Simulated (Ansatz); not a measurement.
# Sn: pressure against volume, part 2 of 2

How stiff is Sn, and at what volume does the pressure vanish? The cell is scaled evenly, atoms carried along, and solved with LAPW, PAW and all-electron datasets made for the crystal.

Ansatz 0.2.0; DFT PBEsol; a database cell (COD). «Crystal datasets» are all-electron PAW datasets made for this crystal. Earlier steps stand in the parts before.

### 9 Volume × 1.01, PAW

The input, input.yaml:

```yaml
crystal:
  lattice:
    - [0.0, 3.2563828035, 3.2563828035]
    - [3.2563828035, 0.0, 3.2563828035]
    - [3.2563828035, 3.2563828035, 0.0]
  atoms:
    - { symbol: Sn, position: [0.5, 0.5, 0.5] }
    - { symbol: Sn, position: [0.75, 0.75, 0.75] }
kpoints:
  mp_grid: { grid: [11, 11, 11] }
scf:
  occupations: { method: fermi_dirac, width: 0.05 }
hamiltonian:
  xc: pbesol
  pseudopotentials: { kind: paw }
output:
  forces: true
  stress: true
  eigenvalues: true
  efg: { contact_densities: true }
```

Launch:

```sh
ansatz run input.yaml --threads 1 --pin off --max-ram 3072MiB --backend cpu --events-out ev --progress --plain --runs-dir out
```

What it wrote (excerpt; [...] marks lines left out):

```text
Sn: output.efg is read without spin–orbit coupling, which moves field gradients at and beside such atoms by some per cent and up to a factor of two; PAW files take it under magnetization.noncollinear and magnetization.spin_orbit
[...]
Pseudopotentials: kind: paw
Pseudopotential: Sn, paw, valence charge 14, recommended cutoff 420 eV (normal)
Functional definition: PBEsol
[...]
Crystal: 2 atoms, lattice volume = 69.062 Å³
Basis set: ecut = 420 eV, 1363 PW (Γ), exchange–correlation on 64×64×64 points (8 copies of the dense FFT grid, shifted against one another)
Bands: 18, of which v1, the nominal top of the filled ones, is band 14 counted from 1 (13 counted from 0)
Symmetry: 48 space group operations
Space group: Fd-3m (ITA 227), of the structure as read, at distance tolerance 4.1e-5 Å
k-points: 56 of 1331
[...]
  atom   1  Sn     0.00000000     0.00000000    -0.00000000
  atom   2  Sn     0.00000000     0.00000000    -0.00000000
[...]
--- Stress (GPa, compression-positive) ---
        0.546388      -0.000000      -0.000000
       -0.000000       0.546388      -0.000000
       -0.000000      -0.000000       0.546388
  P = ⅓ Tr σ = 0.5464 GPa (5.464 kbar)
--- PAW observables at the nuclei: V_zz in 10²¹ V/m², potentials from the cell's mean, atoms counted from 1 ---
  atom   1  Sn V_zz =    +0.000000   η = 0.0000   by run symmetry: forbidden
            electrostatic potential = -8170.589860 V   contact ρ = 1234588.544071 e/Å³
  atom   2  Sn V_zz =    -0.000000   η = 0.0000   by run symmetry: forbidden
            electrostatic potential = -8170.589860 V   contact ρ = 1234588.544071 e/Å³
--- Band table (eV; the first three rows and the last of 56) ---
  k-point 0: bands = ["-14.0640", "-14.0640", "-14.0640", "-14.0045", "-14.0045", "-13.7022", "-13.7022", "-13.7022", "-13.6939", "-13.6939", "-3.0187", "6.7740", "7.6266", "7.6266", "7.6266", "9.6888", "9.6888", "9.6888"]
[...]
```

It took 2.6 s on 1 thread of Intel Xeon 6975P-C (Granite Rapids), shared host; peak memory 0.42 GiB.

Read from it: pressure 0.55 GPa; no gap.

### 10 Volume × 1.01, crystal datasets

input.yaml: that of step 9 with these lines changed.

```diff
@@ -14,3 +14,3 @@
   xc: pbesol
-  pseudopotentials: { kind: paw }
+  pseudopotentials: { kind: all_electron, datasets: crystal }
 output:
```

Launch:

```sh
ansatz run input.yaml --threads 1 --pin off --max-ram 3072MiB --backend cpu --events-out ev --progress --plain --runs-dir out
```

What it wrote (excerpt; [...] marks lines left out):

```text
[...]
band count auto-derived: 19 (N_el = 28.0; filled up to band 14; 18 by the electrons, moments and atoms)
Sn: output.efg is read without spin–orbit coupling, which moves field gradients at and beside such atoms by some per cent and up to a factor of two; PAW files take it under magnetization.noncollinear and magnetization.spin_orbit
[...]
[... 3 set-up lines as earlier in the session ...]
[...]
Crystal: 2 atoms, lattice volume = 69.062 Å³
Basis set: ecut = 240 eV, 561 PW (Γ), exchange–correlation on 48×48×48 points (8 copies of the dense FFT grid, shifted against one another)
Bands: 19, of which v1, the nominal top of the filled ones, is band 14 counted from 1 (13 counted from 0)
[... 1 set-up line as earlier in the session ...]
[...]
  atom   1  Sn     0.00000000     0.00000000    -0.00000000
  atom   2  Sn     0.00000000     0.00000000    -0.00000000
[...]
--- Stress (GPa, compression-positive) ---
        0.545159       0.000000      -0.000000
        0.000000       0.545159      -0.000000
       -0.000000      -0.000000       0.545159
  P = ⅓ Tr σ = 0.5452 GPa (5.452 kbar)
--- PAW observables at the nuclei: V_zz in 10²¹ V/m², potentials from the cell's mean, atoms counted from 1 ---
  atom   1  Sn V_zz =    +0.000000   η = 0.0000   by run symmetry: forbidden
            electrostatic potential = -8168.655424 V   contact ρ = 1234488.358311 e/Å³
  atom   2  Sn V_zz =    -0.000000   η = 0.0000   by run symmetry: forbidden
            electrostatic potential = -8168.655424 V   contact ρ = 1234488.358311 e/Å³
--- Band table (eV; the first three rows and the last of 56) ---
  k-point 0: bands = ["-11.7399", "-11.7399", "-11.7399", "-11.6804", "-11.6804", "-11.3780", "-11.3780", "-11.3780", "-11.3697", "-11.3697", "-0.6971", "9.0960", "9.9481", "9.9481", "9.9481", "12.0101", "12.0101"]
[...]
```

Wall time 5 s (1 thread of Intel Xeon 6975P-C (Granite Rapids), shared host); peak memory 0.42 GiB.

Result: pressure 0.55 GPa; no gap.

### 11 Volume × 1.04, LAPW

The input, input.yaml:

```yaml
crystal:
  lattice:
    - [0.0, 3.288310161, 3.288310161]
    - [3.288310161, 0.0, 3.288310161]
    - [3.288310161, 3.288310161, 0.0]
  atoms:
    - { symbol: Sn, position: [0.5, 0.5, 0.5] }
    - { symbol: Sn, position: [0.75, 0.75, 0.75] }
kpoints:
  mp_grid: { grid: [11, 11, 11] }
  band_path:
    path:
      - [0.0, 0.0, 0.0]
      - [0.5, 0.0, 0.5]
      - [0.625, 0.25, 0.625]
      - [0.375, 0.375, 0.75]
      - [0.0, 0.0, 0.0]
      - [0.5, 0.5, 0.5]
      - [0.5, 0.25, 0.75]
      - [0.5, 0.0, 0.5]
    npoints: 5
scf:
  occupations: { method: fermi_dirac, width: 0.05 }
hamiltonian:
  xc: pbesol
  pseudopotentials: { kind: all_electron, lapw: { basis_error: 0.001 } }
output:
  forces: true
  stress: true
  eigenvalues: true
```

Launch:

```sh
ansatz run input.yaml --threads 1 --pin off --max-ram 3072MiB --backend cpu --events-out ev --progress --plain --runs-dir out
```

What it wrote (excerpt; [...] marks lines left out):

```text
LAPW: plane waves up to 8.040 Å⁻¹, error target 1.0e-3 eV per atom; small_component_spin mean_spin; Sn in spheres of 1.424 Å, 22 of its electrons in bands, Dirac shells []
[...]
[... 3 set-up lines as earlier in the session ...]
[...]
Crystal: 2 atoms, lattice volume = 71.113 Å³
Basis set: ecut = 246.31118116927675 eV, 609 PW (Γ), exchange–correlation at level 2
Bands: 27, of which v1, the nominal top of the filled ones, is band 22 counted from 1 (21 counted from 0)
[... 2 set-up lines as earlier in the session ...]
k-points: 56 of 1331
[...]
SCF iter   1: F=—  HF=-336030.068987 eV  |F-HF|=—  |Δ(HF+E_count)|=         —  Δρ=1.72e-2  dr2=2.63e-1  ethr=5.92e-4  ⟨swp⟩=2.9  Hψ=9779  notcnv=0
[...]
the basis was enlarged: its passes take 83.4 KiB over the memory plan, 1 of 1 planned eigensolver slots
[...]
SCF iter   8: F=-336029.999747 eV  HF=-336029.999747 eV  |F-HF|=5.16e-7  |Δ(HF+E_count)|=   4.47e-6  Δρ=1.27e-5  dr2=8.01e-8  ethr=2.28e-9  ⟨swp⟩=3.0  Hψ=4437  notcnv=0
[...]
NSCF: frozen V_eff on 36 k-points
SCF converged after 8 iterations
Free energy (F): -336029.999747 eV
[...]
E sigma→0 (E₀):  -336029.998689 eV
Entropy (-TS):   -0.002117 eV (-1.058 meV/atom)
Fermi energy:    9.398631 eV
[...]
--- Forces (eV/Å), atoms counted from 1 ---
  atom   1  Sn     0.00000000    -0.00000000    -0.00000000
  atom   2  Sn     0.00000000     0.00000000     0.00000000
[...]
--- Stress (GPa, compression-positive) ---
       -0.651824      -0.000000       0.000000
       -0.000000      -0.651824      -0.000000
        0.000000      -0.000000      -0.651824
  P = ⅓ Tr σ = -0.6518 GPa (-6.518 kbar)
--- Band table (eV; the first three rows and the last of 56) ---
[...]
```

Wall time 12 s (1 thread of Intel Xeon 6975P-C (Granite Rapids), shared host); peak memory 0.41 GiB.

This run gives: pressure -0.65 GPa; no gap.

### 12 Volume × 1.04, PAW

The input, input.yaml:

```yaml
crystal:
  lattice:
    - [0.0, 3.288310161, 3.288310161]
    - [3.288310161, 0.0, 3.288310161]
    - [3.288310161, 3.288310161, 0.0]
  atoms:
    - { symbol: Sn, position: [0.5, 0.5, 0.5] }
    - { symbol: Sn, position: [0.75, 0.75, 0.75] }
kpoints:
  mp_grid: { grid: [11, 11, 11] }
scf:
  occupations: { method: fermi_dirac, width: 0.05 }
hamiltonian:
  xc: pbesol
  pseudopotentials: { kind: paw }
output:
  forces: true
  stress: true
  eigenvalues: true
  efg: { contact_densities: true }
```

Launch:

```sh
ansatz run input.yaml --threads 1 --pin off --max-ram 3072MiB --backend cpu --events-out ev --progress --plain --runs-dir out
```

What it wrote (excerpt; [...] marks lines left out):

```text
Sn: output.efg is read without spin–orbit coupling, which moves field gradients at and beside such atoms by some per cent and up to a factor of two; PAW files take it under magnetization.noncollinear and magnetization.spin_orbit
[...]
[... 3 set-up lines as earlier in the session ...]
[...]
Crystal: 2 atoms, lattice volume = 71.113 Å³
Basis set: ecut = 420 eV, 1411 PW (Γ), exchange–correlation on 64×64×64 points (8 copies of the dense FFT grid, shifted against one another)
Bands: 18, of which v1, the nominal top of the filled ones, is band 14 counted from 1 (13 counted from 0)
[... 2 set-up lines as earlier in the session ...]
k-points: 56 of 1331
[...]
  atom   1  Sn     0.00000000    -0.00000000    -0.00000000
  atom   2  Sn     0.00000000     0.00000000    -0.00000000
[...]
--- Stress (GPa, compression-positive) ---
       -0.652693       0.000000      -0.000000
        0.000000      -0.652693       0.000000
       -0.000000       0.000000      -0.652693
  P = ⅓ Tr σ = -0.6527 GPa (-6.527 kbar)
--- PAW observables at the nuclei: V_zz in 10²¹ V/m², potentials from the cell's mean, atoms counted from 1 ---
  atom   1  Sn V_zz =    -0.000000   η = 0.0000   by run symmetry: forbidden
            electrostatic potential = -8170.178928 V   contact ρ = 1234591.514289 e/Å³
  atom   2  Sn V_zz =    -0.000000   η = 0.0000   by run symmetry: forbidden
            electrostatic potential = -8170.178928 V   contact ρ = 1234591.514289 e/Å³
--- Band table (eV; the first three rows and the last of 56) ---
  k-point 0: bands = ["-14.3718", "-14.3718", "-14.3718", "-14.3163", "-14.3163", "-14.0367", "-14.0367", "-14.0367", "-14.0315", "-14.0315", "-3.1897", "6.2129", "7.2649", "7.2649", "7.2649", "9.3221", "9.3221", "9.3221"]
[...]
```

It took 2.8 s on 1 thread of Intel Xeon 6975P-C (Granite Rapids), shared host; peak memory 0.42 GiB.

This run gives: pressure -0.65 GPa; no gap.

### 13 Volume × 1.04, crystal datasets

input.yaml: that of step 12 with these lines changed.

```diff
@@ -14,3 +14,3 @@
   xc: pbesol
-  pseudopotentials: { kind: paw }
+  pseudopotentials: { kind: all_electron, datasets: crystal }
 output:
```

Launch:

```sh
ansatz run input.yaml --threads 1 --pin off --max-ram 3072MiB --backend cpu --events-out ev --progress --plain --runs-dir out
```

What it wrote (excerpt; [...] marks lines left out):

```text
[...]
band count auto-derived: 19 (N_el = 28.0; filled up to band 14; 18 by the electrons, moments and atoms)
Sn: output.efg is read without spin–orbit coupling, which moves field gradients at and beside such atoms by some per cent and up to a factor of two; PAW files take it under magnetization.noncollinear and magnetization.spin_orbit
[...]
[... 3 set-up lines as earlier in the session ...]
[...]
Crystal: 2 atoms, lattice volume = 71.113 Å³
Basis set: ecut = 240 eV, 609 PW (Γ), exchange–correlation on 48×48×48 points (8 copies of the dense FFT grid, shifted against one another)
Bands: 19, of which v1, the nominal top of the filled ones, is band 14 counted from 1 (13 counted from 0)
[... 1 set-up line as earlier in the session ...]
[...]
  atom   1  Sn    -0.00000000    -0.00000000     0.00000000
  atom   2  Sn    -0.00000000    -0.00000000     0.00000000
[...]
--- Stress (GPa, compression-positive) ---
       -0.653268       0.000000       0.000000
        0.000000      -0.653268      -0.000000
       -0.000000       0.000000      -0.653268
  P = ⅓ Tr σ = -0.6533 GPa (-6.533 kbar)
--- PAW observables at the nuclei: V_zz in 10²¹ V/m², potentials from the cell's mean, atoms counted from 1 ---
  atom   1  Sn V_zz =    +0.000000   η = 0.0000   by run symmetry: forbidden
            electrostatic potential = -8168.248011 V   contact ρ = 1234491.152516 e/Å³
  atom   2  Sn V_zz =    +0.000000   η = 0.0000   by run symmetry: forbidden
            electrostatic potential = -8168.248011 V   contact ρ = 1234491.152516 e/Å³
--- Band table (eV; the first three rows and the last of 56) ---
  k-point 0: bands = ["-12.1150", "-12.1150", "-12.1150", "-12.0594", "-12.0594", "-11.7798", "-11.7798", "-11.7798", "-11.7744", "-11.7744", "-0.9356", "8.4675", "9.5190", "9.5190", "9.5190", "11.5762", "11.5762"]
[...]
```

It took 4.4 s on 1 thread of Intel Xeon 6975P-C (Granite Rapids), shared host; peak memory 0.41 GiB.

This run gives: pressure -0.65 GPa; no gap.

### 14 All volumes together

The rows at scale 1 come from earlier runs of the unscaled cell with the same settings.

```
          method  volume (Å³/atom)  F above the lowest (meV/atom)  pressure (GPa)
            LAPW            32.138                           34.3            4.30
            LAPW            33.505                            7.9            1.97
            LAPW            34.189                            1.6            0.99
            LAPW            34.531                            0.0            0.55
            LAPW            35.556                            0.5           -0.65
             PAW            32.138                           34.3            4.30
             PAW            33.505                            7.9            1.97
             PAW            34.189                            1.6            0.99
             PAW            34.531                            0.0            0.55
             PAW            35.556                            0.4           -0.65
crystal datasets            32.138                              –            4.30
crystal datasets            33.505                              –            1.97
crystal datasets            34.189                              –            0.99
crystal datasets            34.531                              –            0.55
crystal datasets            35.556                              –           -0.65
```

### 15 Summary of results

What follows sums up all 2 parts.

| quantity | value |
| --- | --- |
| equilibrium volume (LAPW) | 34.977 Å³/atom |
| bulk modulus (LAPW) | 41 GPa |
| its pressure derivative (LAPW) | 4.9 |
| equilibrium volume (PAW) | 34.976 Å³/atom |
| bulk modulus (PAW) | 41 GPa |
| its pressure derivative (PAW) | 4.9 |
| equilibrium volume (crystal datasets) | 34.975 Å³/atom |
| bulk modulus (crystal datasets) | 41 GPa |
| its pressure derivative (crystal datasets) | 4.9 |

What this shows: By LAPW, the pressure vanishes at 34.98 Å³/atom (+2.3 % from the starting cell) and the bulk modulus there is 41 GPa (Birch-Murnaghan, third order). PAW's volume lies less than 0.01 % and its modulus less than 0.1 % from LAPW's. No thermal or zero-point expansion is included.
